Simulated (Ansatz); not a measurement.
From input file to script: Si, space group Imma in Ansatz 0.2.0.

```yaml
crystal:
  lattice:
    - [-2.251, 2.3685, 1.275]
    - [2.251, -2.3685, 1.275]
    - [2.251, 2.3685, -1.275]
  atoms:
    - { symbol: Si, position: [0.807, 0.057, 0.75] }
    - { symbol: Si, position: [0.193, 0.943, 0.25] }
kpoints:
  mp_grid:
    grid: [15, 15, 15]
    shift: [0.0, 0.0, 0.0]
  band_path:
    path:
      - [0.0, 0.0, 0.0]
      - [0.0, 0.5, 0.0]
      - [0.25, 0.25, 0.25]
      - [0.5, 0.0, 0.0]
      - [0.0, 0.0, 0.0]
      - [0.0, 0.0, 0.5]
      - [0.25, 0.25, 0.25]
    npoints: 4
hamiltonian:
  xc: pbe
  pseudopotentials:
    kind: paw
scf:
  n_extra_bands: 10
  occupations:
    method: fermi_dirac
output:
  write_density: true
  volumetric_format: cube
  efg: {}
```

Script `si_bands.py`:
```python
# -*- coding: utf-8 -*-
'''Band structure of Si.'''

from pathlib import Path
import warnings

import ansatz
from ase.io.cube import read_cube_data
from ase.units import Bohr
import matplotlib.pyplot as plt
import numpy as np


def main():
    warnings.simplefilter('ignore', ansatz.DeckWarning)

    vectors = np.array([
        [-2.251, 2.3685, 1.275],
        [2.251, -2.3685, 1.275],
        [2.251, 2.3685, -1.275],
    ])
    si = (
        ansatz.Lattice.of(vectors)
        .atom('Si', (0.807, 0.057, 0.75))
        .atom('Si', (0.193, 0.943, 0.25))
    )

    # high-symmetry points in fractions of the reciprocal vectors
    path = [
        ('G', (0.0, 0.0, 0.0)),
        ('R', (0.0, 0.5, 0.0)),
        ('W', (0.25, 0.25, 0.25)),
        ('S', (0.5, 0.0, 0.0)),
        ('G', (0.0, 0.0, 0.0)),
        ('T', (0.0, 0.0, 0.5)),
        ('W', (0.25, 0.25, 0.25)),
    ]
    base = (
        si.calculation()
        .functional('pbe')
        .pseudopotentials('paw')
        .kpoints(15, center='gamma')
        .occupations('fermi_dirac')
        .band_structure([point for _, point in path], intervals=4)
        .scf(extra_bands=10)
        .electric_field_gradient()
        .density()
        .output_files(volumetric_format='cube')
    )
    planned = base.session().plan(threads=1)
    facts = planned.describe()
    print('plan:', facts['n_bands'], 'bands,', len(facts['kpoints_frac']), 'k-points, plane waves', facts['n_pw_range'], 'grid', facts['fft_dense'])
    done = planned.execute()
    r = done.report

    for key in ('converged', 'n_iterations', 'n_electrons', 'n_kpoints', 'n_pw', 'n_symmetry_ops', 'free_energy_ev', 'fermi_energy_ev'):
        print(f'{key:18s} {r[key]}')

    for row in r['efg']:
        print({k: round(v, 4) if isinstance(v, float) else v for k, v in row.items() if not isinstance(v, (list, dict))})

    # cube files hold the density in electrons per cubic bohr
    folder = Path(done.write_results('cubes'))
    print('\n'.join((folder / 'rho.cube').read_text().splitlines()[: 6 + 2]))
    values, cube_atoms = read_cube_data(str(folder / 'rho.cube'))
    print('electrons from the file:', round(values.mean() * cube_atoms.get_volume() / Bohr ** 3, 3))

    bands = done.band_structure()
    fermi = bands.fermi_energy_ev
    print(f'zero of the bands: {fermi:.3f} eV, the Fermi level found on the SCF mesh')
    reciprocal = 2 * np.pi * np.linalg.inv(done.lattice.cell_ang).T
    steps = np.linalg.norm(np.diff(bands.kpoints_frac @ reciprocal, axis=0), axis=1)
    distance = np.concatenate([[0], np.cumsum(steps)])
    fig, ax = plt.subplots(figsize=(5, 4))
    for channel, colour in zip(bands.channels, ('C0', 'C3')):
        ax.plot(distance, channel.eigenvalues_ev - fermi, colour, lw=1)
    ax.set_xticks(distance[::4], [label for label, _ in path])
    ax.set(ylim=(-8, 8), ylabel='E - E_F (eV)', xlim=(0, distance[-1]))
    ax.grid(axis='x')
    fig.savefig('bands.png', dpi=100)
    first = bands.channels[0].eigenvalues_ev - fermi
    near = np.argsort(np.abs(first.mean(axis=0)))[:4]
    for band in sorted(near):
        print(f'band {band + 1}: {first[:, band].min():.3f} to {first[:, band].max():.3f} eV')


if __name__ == '__main__':
    main()
```

`python si_bands.py` gives:
```text
plan: 14 bands, 512 k-points, plane waves [514, 552] grid [24, 24, 24]
converged          True
n_iterations       6
n_electrons        8.0
n_kpoints          512
n_pw               521
n_symmetry_ops     8
free_energy_ev     -1270.8929759063549
fermi_energy_ev    11.28509972974858
{'site': 1, 'element': 'Si', 'v_zz_1e21_v_m2': -2.6489, 'eta': 0.1951, 'by_run_symmetry': 'allowed', 'electrostatic_potential_v': -1363.5638}
{'site': 2, 'element': 'Si', 'v_zz_1e21_v_m2': -2.6489, 'eta': 0.1951, 'by_run_symmetry': 'allowed', 'electrostatic_potential_v': -1363.5638}
ansatz rho
values in e/bohr^3 (x slowest, z fastest)
    2    0.000000    0.000000    0.000000
   24   -0.177241    0.186492    0.100392
   24    0.177241   -0.186492    0.100392
   24    0.177241    0.186492   -0.100392
   14   14.000000    0.000000    6.713724    0.274672
   14   14.000000    4.253774   -2.237908    2.134729
electrons from the file: 8.0
zero of the bands: 11.285 eV, the Fermi level found on the SCF mesh
band 3: -5.811 to 0.345 eV
band 4: -5.811 to 1.487 eV
band 5: -1.411 to 4.410 eV
band 6: 0.048 to 7.766 eV
```

Caveats:
- Absolute energies stand on the zero of these potentials, so only differences at equal settings mean something. A total without «per atom» is that of the cell as typed.
- The zero of the levels is a convention of the potentials, so an absolute Fermi energy is no work function.
- Densities and potentials on the grid are those of the valence electrons, and inside the cores they hang on the potentials used.
- This isn't the structure that Si takes at ambient conditions.
- Gaps and levels are Kohn-Sham values on a finite set of k-points.
- Wall time of the script: 11 s on 1 thread of Intel(R) Xeon(R) Processor @ 2.30GHz, with other jobs on the host, peak memory 0.71 GiB.

(Lines on the test bed's own set-up are left out of the output.)
